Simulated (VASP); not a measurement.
# BaTiO3 (P4mm) in VASP: a series of runs, part 3 of 3

VASP 6.6.1. The steps go on from the part before.

## (6) Phonons, r2SCAN

This run uses another cell than the first one, of 13.08 Å³/atom, 1.022 times its volume.

POSCAR reads:

```
BaTiO3
1.0
    3.9872653553      0.0000000000      0.0000000000
    0.0000000000      3.9872653553      0.0000000000
    0.0000000000      0.0000000000      4.1149707463
  Ba              Ti              O
     1     1     3
Direct
     0.0000000000000000    0.0000000000000000    0.9971689026408086
     0.5000000000000000    0.5000000000000000    0.4792036959588444
     0.5000000000000000    0.5000000000000000    0.0331038404906181
     0.5000000000000000    0.0000000000000000    0.5167617804548641
     0.0000000000000000    0.5000000000000000    0.5167617804548641
```

INCAR.step1 reads:

```
SYSTEM = BaTiO3
PREC = Accurate ; ENCUT = 600
EDIFF = 1E-8 ; ISMEAR = 0
SIGMA = 0.03 ; LREAL = .False.
LASPH = .True. ; NELM = 80
ALGO = Normal ; ISIF = 3
LWAVE = .False. ; LCHARG = .False.
METAGGA = R2SCAN ; LMIXTAU = .True.
KPAR = 2 ; IBRION = 2
NSW = 40 ; EDIFFG = -0.002
```

INCAR.step2 reads:

```
SYSTEM = BaTiO3
PREC = Accurate ; ENCUT = 600
EDIFF = 1E-8 ; ISMEAR = 0
SIGMA = 0.03 ; LREAL = .False.
LASPH = .True. ; NELM = 80
ALGO = Normal ; ISIF = 2
LWAVE = .False. ; LCHARG = .False.
METAGGA = R2SCAN ; LMIXTAU = .True.
KPAR = 2 ; IBRION = 6
NFREE = 2 ; POTIM = 0.015
NSW = 1
```

KPOINTS reads:

```
regular mesh
0
Gamma
  8 8 8
  0 0 0
```

Potentials or basis: VASP PAW PBE potentials, release 64 (Ba_sv, Ti_sv, O).

Launch:

```
$ cat potpaw_PBE.64/Ba_sv/POTCAR potpaw_PBE.64/Ti_sv/POTCAR potpaw_PBE.64/O/POTCAR > POTCAR
$ cp INCAR.step1 INCAR
$ mpirun -np 2 vasp_std > vasp.out
$ cp CONTCAR POSCAR
$ cp INCAR.step2 INCAR
$ mpirun -np 2 vasp_std > vasp.out
```

OUTCAR:

```text
SYSTEM = BaTiO3
   PREC = Accurate
   ENCUT = 600
   EDIFF = 1E-8
   ISMEAR = 0
   LREAL = .False.
   LASPH = .True.
   NELM = 80
   ISIF = 2
   METAGGA = R2SCAN
   IBRION = 6
   NFREE = 2
   POTIM = 0.015
   NSW = 1

 ion  position               nearest neighbor table
   1  0.000  0.000  0.997-   4 2.81   5 2.81   5 2.81   4 2.81   3 2.82   3 2.82   3 2.82   3 2.82
                             4 2.92   5 2.92   5 2.92   4 2.92   2 3.45   2 3.45   2 3.45   2 3.45
   2  0.500  0.500  0.479-   3 1.84   4 2.00   5 2.00   4 2.00   5 2.00   3 2.28   1 3.45   1 3.45
                             1 3.45   1 3.45   1 3.53   1 3.53   1 3.53   1 3.53
   3  0.500  0.500  0.033-   2 1.84   2 2.28   1 2.82   1 2.82   1 2.82   1 2.82
   4  0.500  0.000  0.517-   2 2.00   2 2.00   1 2.81   1 2.81   1 2.92   1 2.92
   5  0.000  0.500  0.517-   2 2.00   2 2.00   1 2.81   1 2.81   1 2.92   1 2.92

  LATTYP: Found a simple tetragonal cell.
 ALAT       =     3.9871948874
 C/A-ratio  =     1.0320462347

  Lattice vectors:

 A1 = (   3.9871948874,   0.0000000000,   0.0000000000)
 A2 = (   0.0000000000,   3.9871948874,   0.0000000000)
[... 1084 lines left out ...]

 INTERNAL STRAIN TENSORS FROM DISPLACED ATOMS
 ============================================

 INTERNAL STRAIN TENSOR FOR ION    1 for displacements in x,y,z  (eV/Angst):
          X           Y           Z          XY          YZ          ZX
  --------------------------------------------------------------------------------
  x     0.00000     0.00000     0.00000     0.00000     0.00000    -0.34203
  y     0.00000     0.00000     0.00000     0.00000    -0.34200     0.00000
  z    -0.28768    -0.28768    -1.93261     0.00000     0.00000     0.00000

 INTERNAL STRAIN TENSOR FOR ION    5 for displacements in x,y,z  (eV/Angst):
          X           Y           Z          XY          YZ          ZX
  --------------------------------------------------------------------------------
  x     0.00000     0.00000     0.00000     0.00000     0.00000    -0.68135
  y     0.00000     0.00000     0.00000     0.00000     1.40745     0.00000
  z    -3.34179     1.45456    -0.18854     0.00000     0.00000     0.00000

 Eigenvectors and eigenvalues of the dynamical matrix
 ----------------------------------------------------

   1 f  =   16.233530 THz   101.998277 2PiTHz  541.492275 cm-1    67.136455 meV
             X         Y         Z           dx          dy          dz
      0.000000  0.000000  4.103393     0.000000   -0.000000    0.000051
      1.993597  1.993597  1.972114    -0.000000   -0.000000   -0.165873
      1.993597  1.993597  0.136366     0.000000    0.000000    0.889248
      1.993597  0.000000  2.126247     0.000000   -0.000000   -0.301434
      0.000000  1.993597  2.126247    -0.000000    0.000000   -0.301434
[... 105 lines left out ...]
  15 f/i=    3.696732 THz    23.227254 2PiTHz  123.309716 cm-1    15.288449 meV
             X         Y         Z           dx          dy          dz
      0.000000  0.000000  4.103393    -0.003503   -0.000158   -0.000000
      1.993597  1.993597  1.972114    -0.687736   -0.031050   -0.000000
      1.993597  1.993597  0.136366     0.236786    0.010690   -0.000000
      1.993597  0.000000  2.126247     0.354528    0.026450   -0.000000
      0.000000  1.993597  2.126247     0.585846    0.016006   -0.000000

 ELASTIC MODULI CONTR FROM IONIC RELAXATION (kBar)
 Direction    XX          YY          ZZ          XY          YZ          ZX
 --------------------------------------------------------------------------------
 XX         -80.4412     27.0348   -187.9464      0.0000     -0.0000     -0.0000
 YY          27.0348    -80.4412   -187.9464      0.0000     -0.0000      0.0000
 ZZ        -187.9464   -187.9464  -1743.4276      0.0000     -0.0000     -0.0000
 XY           0.0000      0.0000      0.0000      0.0000      0.0000      0.0000
 YZ          -0.0000     -0.0000     -0.0000      0.0000    -20.1492      0.0000
 ZX          -0.0000      0.0000     -0.0000      0.0000      0.0000    -20.1505
 --------------------------------------------------------------------------------
```

OUTCAR.step1:

```text
SYSTEM = BaTiO3
   PREC = Accurate
   ENCUT = 600
   EDIFF = 1E-8
   ISMEAR = 0
   LREAL = .False.
   LASPH = .True.
   NELM = 80
[... 939 lines left out ...]
      1.99360     -0.00000      2.12625        -0.000000      0.000000     -0.001880
      0.00000      1.99360      2.12625         0.000000      0.000000     -0.001880
 -----------------------------------------------------------------------------------
    total drift:                                0.000000     -0.000000      0.009871

  FREE ENERGIE OF THE ION-ELECTRON SYSTEM (eV)
  ---------------------------------------------------
  free  energy   TOTEN  =       -74.2732517196 eV

  energy  without entropy=      -74.2732517196  energy(sigma->0) =      -74.27325172

 reached required accuracy - stopping structural energy minimisation
```

OSZICAR.step1:

```text
N       E                     dE             d eps       ncg     rms          rms(c)
DAV:   1     0.458699575595E+03    0.45870E+03   -0.23804E+04  3600   0.206E+03
DAV:   2    -0.402998985810E+02   -0.49900E+03   -0.49156E+03  4376   0.534E+02
DAV:   3    -0.943022915458E+02   -0.54002E+02   -0.53193E+02  5296   0.161E+02
[... 29 lines left out ...]
DAV:   5    -0.742732515988E+02   -0.34194E-07   -0.56059E-08  4584   0.311E-03    0.368E-04
DAV:   6    -0.742732516631E+02   -0.64256E-07   -0.11311E-08  2424   0.102E-03    0.170E-04
DAV:   7    -0.742732517035E+02   -0.40409E-07   -0.45844E-09  1896   0.770E-04    0.764E-05
DAV:   8    -0.742732517195E+02   -0.16018E-07   -0.23323E-09  1856   0.500E-04    0.312E-05
DAV:   9    -0.742732517196E+02   -0.10186E-09   -0.74839E-10  1848   0.211E-04
   2 F= -.74273252E+02 E0= -.74273252E+02  d E =-.239565E-05
```

Wall time 52 min (2 MPI ranks of Intel Xeon 6975P-C (Granite Rapids), shared host); peak memory 0.63 GiB.

Results:

```yaml
Highest_phonon_frequency_at_Γ_LO-TO_splitting_left_out: 541 cm⁻¹
Most_unstable_mode: 123i cm⁻¹
```

Phonon frequencies in cm⁻¹ (negative: imaginary):
```
              q point                                                frequencies
(0.000, 0.000, 0.000)  -123 -123 -1 -1 0 174 180 180 298 309 309 350 471 471 541
```

Caveat: some modes are imaginary; the PAW data sets were made with another functional, which shifts forces and pressure a little. Spin-orbit coupling is left out, which matters for the levels of Ba.

## (7) Elastic constants, r2SCAN

This run uses another cell than the first one, of 13.08 Å³/atom, 1.022 times its volume.

POSCAR is that of step 6.

INCAR.step1 reads:

```
SYSTEM = BaTiO3
PREC = Accurate ; ENCUT = 600
EDIFF = 1E-8 ; ISMEAR = 0
SIGMA = 0.03 ; LREAL = .FALSE.
LASPH = .TRUE. ; NELM = 80
ALGO = Normal ; ISIF = 3
LWAVE = .FALSE. ; LCHARG = .FALSE.
METAGGA = R2SCAN ; LMIXTAU = .TRUE.
KPAR = 2 ; IBRION = 2
NSW = 40 ; EDIFFG = -0.002
```

INCAR.step2 reads:

```
SYSTEM = BaTiO3
PREC = Accurate ; ENCUT = 600
EDIFF = 1E-8 ; ISMEAR = 0
SIGMA = 0.03 ; LREAL = .FALSE.
LASPH = .TRUE. ; NELM = 80
ALGO = Normal ; ISIF = 3
LWAVE = .FALSE. ; LCHARG = .FALSE.
METAGGA = R2SCAN ; LMIXTAU = .TRUE.
KPAR = 2 ; IBRION = 6
NFREE = 2 ; POTIM = 0.015
NSW = 1
```

KPOINTS reads:

```
Automatic mesh
0
G
  8 8 8
  0 0 0
```

Potentials or basis: VASP PAW PBE potentials, release 64 (Ba_sv, Ti_sv, O).

Launch:

```
$ cat potpaw_PBE.64/Ba_sv/POTCAR potpaw_PBE.64/Ti_sv/POTCAR potpaw_PBE.64/O/POTCAR > POTCAR
$ cp INCAR.step1 INCAR
$ mpirun -np 2 vasp_std > vasp.out
$ cp CONTCAR POSCAR
$ cp INCAR.step2 INCAR
$ mpirun -np 2 vasp_std > vasp.out
```

OUTCAR:

```text
SYSTEM = BaTiO3
   PREC = Accurate
   ENCUT = 600
   EDIFF = 1E-8
   ISMEAR = 0
   LREAL = .FALSE.
   LASPH = .TRUE.
   NELM = 80
   ISIF = 3
   METAGGA = R2SCAN
   IBRION = 6
   NFREE = 2
   POTIM = 0.015
   NSW = 1

 ion  position               nearest neighbor table
   1  0.000  0.000  0.997-   4 2.81   5 2.81   5 2.81   4 2.81   3 2.82   3 2.82   3 2.82   3 2.82
                             4 2.92   5 2.92   5 2.92   4 2.92   2 3.45   2 3.45   2 3.45   2 3.45
   2  0.500  0.500  0.479-   3 1.84   4 2.00   5 2.00   4 2.00   5 2.00   3 2.28   1 3.45   1 3.45
                             1 3.45   1 3.45   1 3.53   1 3.53   1 3.53   1 3.53
   3  0.500  0.500  0.033-   2 1.84   2 2.28   1 2.82   1 2.82   1 2.82   1 2.82
   4  0.500  0.000  0.517-   2 2.00   2 2.00   1 2.81   1 2.81   1 2.92   1 2.92
   5  0.000  0.500  0.517-   2 2.00   2 2.00   1 2.81   1 2.81   1 2.92   1 2.92

  LATTYP: Found a simple tetragonal cell.
 ALAT       =     3.9871948874
 C/A-ratio  =     1.0320462347

  Lattice vectors:

 A1 = (   3.9871948874,   0.0000000000,   0.0000000000)
 A2 = (   0.0000000000,   3.9871948874,   0.0000000000)
 A3 = (   0.0000000000,   0.0000000000,   4.1149694704)

Analysis of symmetry for initial positions (statically):
=====================================================================
 Subroutine PRICEL returns:
 Original cell was already a primitive cell.

 Routine SETGRP: Setting up the symmetry group for a
 simple tetragonal supercell.

 Subroutine GETGRP returns: Found  8 space group operations
 (whereof  8 operations were pure point group operations)
 out of a pool of 16 trial point group operations.

The static configuration has the point symmetry C_4v.

Analysis of symmetry for dynamics (positions and initial velocities):
=====================================================================
 Subroutine PRICEL returns:
 Original cell was already a primitive cell.

 Routine SETGRP: Setting up the symmetry group for a
 simple tetragonal supercell.

 Subroutine GETGRP returns: Found  8 space group operations
 (whereof  8 operations were pure point group operations)
 out of a pool of 16 trial point group operations.

The dynamic configuration has the point symmetry C_4v.

 Subroutine INISYM returns: Found  8 space group operations
 (whereof  8 operations are pure point group operations),
 and found     1 'primitive' translations

----------------------------------------------------------------------------------------

                                     Primitive cell

  volume of cell :      65.4186

  direct lattice vectors                    reciprocal lattice vectors
     3.987194887  0.000000000  0.000000000     0.250802890  0.000000000  0.000000000
     0.000000000  3.987194887  0.000000000     0.000000000  0.250802890  0.000000000
     0.000000000  0.000000000  4.114969470     0.000000000  0.000000000  0.243015169

  length of vectors
[... 335 lines left out ...]

 number of electron      39.9999990 magnetization

 Free energy of the ion-electron system (eV)
  ---------------------------------------------------
  ext. energy  EPLUGINS =         0.00000000
  ---------------------------------------------------
  free energy    TOTEN  =       -74.27257877 eV

  energy without entropy =      -74.27257877  energy(sigma->0) =      -74.27257877

 E-fermi :   3.7881     XC(G=0): -11.7878

 val. band max:        3.5220661791   @ k =   0.5000   0.5000   0.5000
 cond. band min:       5.7025927700   @ k =   0.0000   0.0000   0.0000
 fundamental gap:      2.1805265909
 Fermi energy:         3.7880661167

 k-point     1 :       0.0000    0.0000    0.0000
  band No.  band energies     occupation
      1     -55.3303      2.00000
      2     -30.5804      2.00000
      3     -30.4807      2.00000
      4     -30.4799      2.00000
      5     -22.1882      2.00000
      6     -14.4396      2.00000
[... 637 lines left out ...]
     23       7.4667      0.00000
     24       8.4433      0.00000

 [... further k-points ...]
[... 5 lines left out ...]
  --------------------------------------------------------------------------------------
  -------------------------------------------------------------------------------------
  Total       -0.0192630      0.0514305      0.0035778      0.0000000      0.0000000      0.0000000
  in kB       -0.4717731      1.2595920      0.0876254      0.0000000      0.0000000      0.0000000
  external PRESSURE =       0.2918148 kB  Pullay stress =       0.0000000 kB
[... 20 lines left out ...]
  FREE ENERGIE OF THE ION-ELECTRON SYSTEM (eV)
  ---------------------------------------------------
  free  energy   TOTEN  =       -74.2725787696 eV

  energy  without entropy=      -74.2725787696  energy(sigma->0) =      -74.27257877

 INTERNAL STRAIN TENSORS FROM STRAINED CELLS
 ============================================

 INTERNAL STRAIN TENSOR FOR ION    1 for displacements in x,y,z  (eV/Angst):
          X           Y           Z          XY          YZ          ZX
  --------------------------------------------------------------------------------
  x     0.00000     0.00000     0.00000     0.00000     0.00000    -0.30085
  y     0.00000     0.00000    -0.00000     0.00000    -0.30339     0.00000
  z    -0.28877    -0.28873    -1.97206     0.00028    -0.00004    -0.00004

 INTERNAL STRAIN TENSORS FROM DISPLACED ATOMS
 ============================================

 INTERNAL STRAIN TENSOR FOR ION    1 for displacements in x,y,z  (eV/Angst):
          X           Y           Z          XY          YZ          ZX
  --------------------------------------------------------------------------------
  x     0.00000     0.00000     0.00000     0.00000     0.00000    -0.34342
  y     0.00000     0.00000     0.00000     0.00000    -0.34340     0.00000
  z    -0.28769    -0.28769    -1.93262     0.00000     0.00000     0.00000

 INTERNAL STRAIN TENSOR FOR ION    5 for displacements in x,y,z  (eV/Angst):
          X           Y           Z          XY          YZ          ZX
  --------------------------------------------------------------------------------
  x     0.00000     0.00000     0.00000     0.00000     0.00000    -0.68135
  y     0.00000     0.00000     0.00000     0.00000     1.40745     0.00000
  z    -3.34179     1.45456    -0.18854     0.00000     0.00000     0.00000

 Eigenvectors and eigenvalues of the dynamical matrix
 ----------------------------------------------------

   1 f  =   16.233530 THz   101.998275 2PiTHz  541.492261 cm-1    67.136454 meV
             X         Y         Z           dx          dy          dz
      0.000000  0.000000  4.103393    -0.000000    0.000000    0.000051
      1.993597  1.993597  1.972114     0.000000    0.000000   -0.165873
      1.993597  1.993597  0.136366    -0.000000   -0.000000    0.889248
      1.993597  0.000000  2.126247    -0.000000    0.000000   -0.301434
      0.000000  1.993597  2.126247     0.000000   -0.000000   -0.301434
[... 105 lines left out ...]
  15 f/i=    3.696739 THz    23.227293 2PiTHz  123.309925 cm-1    15.288475 meV
             X         Y         Z           dx          dy          dz
      0.000000  0.000000  4.103393     0.000320    0.003735   -0.000000
      1.993597  1.993597  1.972114     0.058788    0.686001    0.000000
      1.993597  1.993597  0.136366    -0.020234   -0.236114    0.000000
      1.993597  0.000000  2.126247    -0.030298   -0.584253   -0.000000
      0.000000  1.993597  2.126247    -0.050068   -0.353548    0.000000

--------------------------------------------------------------------------------------------------------

 ELASTIC MODULI CONTR FROM IONIC RELAXATION (kBar)
 Direction    XX          YY          ZZ          XY          YZ          ZX
 --------------------------------------------------------------------------------
 XX         -80.4410     27.0350   -187.9443      0.0000      0.0000     -0.0000
 YY          27.0350    -80.4410   -187.9443      0.0000     -0.0000     -0.0000
 ZZ        -187.9443   -187.9443  -1743.4212      0.0000      0.0000     -0.0000
 XY           0.0000      0.0000      0.0000      0.0000      0.0000      0.0000
 YZ           0.0000     -0.0000      0.0000      0.0000    -20.1488      0.0000
 ZX          -0.0000     -0.0000     -0.0000      0.0000      0.0000    -20.1501
 --------------------------------------------------------------------------------

 TOTAL ELASTIC MODULI (kBar)
 Direction    XX          YY          ZZ          XY          YZ          ZX
 --------------------------------------------------------------------------------
 XX        2966.1747   1150.3896    886.9983      0.0000      0.0000     -0.0000
 YY        1150.3896   2966.1747    886.9983      0.0000     -0.0000     -0.0000
 ZZ         886.9983    886.9983   1258.7162      0.0000      0.0000     -0.0000
 XY           0.0000      0.0000      0.0000   1314.4708      0.0000      0.0000
 YZ           0.0000     -0.0000      0.0000      0.0000   1189.3740      0.0000
 ZX          -0.0000     -0.0000     -0.0000      0.0000      0.0000   1189.3786
 --------------------------------------------------------------------------------
```

Wall time 78 min (2 MPI ranks of Intel Xeon 6975P-C (Granite Rapids), shared host); peak memory 0.62 GiB.

Results:

```yaml
Voigt_bulk_modulus: 145 GPa
Highest_phonon_frequency_at_Γ_LO-TO_splitting_left_out: 541 cm⁻¹
Most_unstable_mode: 123i cm⁻¹
```

Phonon frequencies in cm⁻¹ (negative: imaginary):
```
              q point                                                frequencies
(0.000, 0.000, 0.000)  -123 -123 -1 -1 0 174 180 180 298 309 309 350 471 471 541
```

Elastic tensor in Voigt notation (GPa, in the Cartesian axes of the cell as first typed):
```
297 115  89   0   0   0
115 297  89   0   0   0
 89  89 126   0   0   0
  0   0   0 119   0   0
  0   0   0   0 119   0
  0   0   0   0   0 131
```

Clamped-ion elastic tensor (GPa):
```
305 112 107   0   0   0
112 305 107   0   0   0
107 107 300   0   0   0
  0   0   0 121   0   0
  0   0   0   0 121   0
  0   0   0   0   0 131
```

Caveat: some modes are imaginary; the PAW data sets were made with another functional, which shifts forces and pressure a little. The run has no spin-orbit coupling, so splittings on Ba are missing.

## (8) The runs side by side

```csv
task,level,potentials or basis,spin,cell,k mesh,cutoff (eV),smearing,monkhorst-Pack mesh,GW scheme,GW iterations,cutoff of the response function,frequency points,pressure (GPa),largest force (eV/Å)
band structure,PBE,"VASP PAW PBE potentials, release 64 (Ba_sv, Ti_sv, O)","SOC, no magnetisation","P4mm, 12.8 Å³/atom",6 × 6 × 6,520,gaussian 0.03 eV,-,-,-,-,-,6.5,0.09
dielectric tensor,PBE,"VASP PAW PBE potentials, release 64 (Ba_sv, Ti_sv, O)",off,"P4mm, 12.8 Å³/atom",10 × 10 × 10,520,gaussian 0.03 eV,yes,-,-,-,-,-,-
optical spectrum,PBE,"VASP PAW PBE potentials, release 64 (Ba_sv, Ti_sv, O)",off,"P4mm, 12.8 Å³/atom",8 × 8 × 8,520,gaussian 0.03 eV,-,-,-,-,-,6.4,0.09
G0W0 quasiparticle levels,PBE,"VASP PAW PBE potentials, release 64 (Ba_sv_GW, Ti_sv_GW, O_GW)",off,"P4mm, 12.8 Å³/atom",4 × 4 × 4,500,gaussian 0.01 eV,-,G0W0,1,150,48,-,-
phonons,r2SCAN,"VASP PAW PBE potentials, release 64 (Ba_sv, Ti_sv, O)",off,"P4mm, 13.08 Å³/atom",8 × 8 × 8,600,gaussian 0.03 eV,-,-,-,-,-,-,-
elastic constants,r2SCAN,"VASP PAW PBE potentials, release 64 (Ba_sv, Ti_sv, O)",off,"P4mm, 13.08 Å³/atom",8 × 8 × 8,600,gaussian 0.03 eV,-,-,-,-,-,-,-
```

Caveats: spin-orbit coupling is left out, which moves the levels of the heavy elements (some runs); some modes are imaginary (some runs); the PAW data sets were made with another functional, which shifts forces and pressure a little (some runs); independent-particle spectra lack excitons (some runs); the cutoff is under 1.25 times the usual one of these potentials, so pressure, stress and relaxed cells hold a basis-set (Pulay) error (some runs); bands, screening cutoff and mesh are small and nothing is extrapolated, so the quasiparticle values aren't converged (some runs).

Absolute energies hang on the potentials; compare differences alone.
